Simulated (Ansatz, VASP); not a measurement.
## Two plane-wave programs on AgCl

File INCAR:

```
ALGO     = Normal         # electronic algorithm
EDIFF    = 1E-6           # SCF threshold, eV
ENCUT    = 520            # plane-wave cutoff, eV
ISIF     = 2              # what is computed and relaxed
ISMEAR   = -1             # smearing method
LASPH    = True           # aspherical terms in the spheres
LCHARG   = False          # write CHGCAR
LREAL    = False          # projectors in reciprocal space
LWAVE    = False          # write WAVECAR
NBANDS   = 26             # bands
NELM     = 80             # most SCF steps
PREC     = Accurate       # precision mode
SIGMA    = 0.01           # smearing width, eV
```

KPOINTS

```
k-points
0
Gamma
  6 6 4
```

File POSCAR:

```
AgCl
1.0
    3.5300000000      0.0000000000      0.0000000000
    0.0000000000      4.0110000000      0.0000000000
   -0.9725508841      0.0000000000      5.1520087129
Ag Cl
2 2
Direct
    0.1570000000      0.2500000000      0.2100000000
    0.8430000000      0.7500000000      0.7900000000
    0.3080000000      0.2500000000      0.7050000000
    0.6920000000      0.7500000000      0.2950000000
```

Input for Ansatz:

```yaml
crystal:
  lattice:
    a: 3.53
    b: 4.011
    c: 5.243
    alpha: 90.0
    beta: 100.69
    gamma: 90.0
  atoms:
    - { symbol: Ag, position: [0.157, 0.25, 0.21] }
    - { symbol: Ag, position: [0.843, 0.75, 0.79] }
    - { symbol: Cl, position: [0.308, 0.25, 0.705] }
    - { symbol: Cl, position: [0.692, 0.75, 0.295] }
basis:
  ecutwfc: 550.0
kpoints:
  mp_grid:
    grid: [6, 6, 4]
    shift: [0.0, 0.0, 0.0]
hamiltonian:
  xc: lda
scf:
  occupations:
    method: fermi_dirac
    width: 0.01
output:
  eigenvalues: true
```

Alike in both runs: task single point; functional LDA; k mesh 6 × 6 × 4; occupations fermi-dirac, width 0.01 eV; no spin polarisation.

```csv
,VASP,Ansatz
version,VASP 6.6.1,Ansatz 0.2.0
potentials or method,"VASP PAW LDA potentials, release 64 (Ag, Cl)","plane waves, PAW"
plane-wave cutoff (eV),520,550
valence electrons in the cell,36,52
```

|  | VASP | Ansatz | Ansatz less VASP |
| --- | --- | --- | --- |
| gap on the k mesh at the Fermi level (eV) | 0.54 | 0.51 | -0.028 |

The two sets of potentials don't hold the same shells in valence.

A k mesh can miss the band edges. As with any semilocal functional, this LDA gap is likely too small.
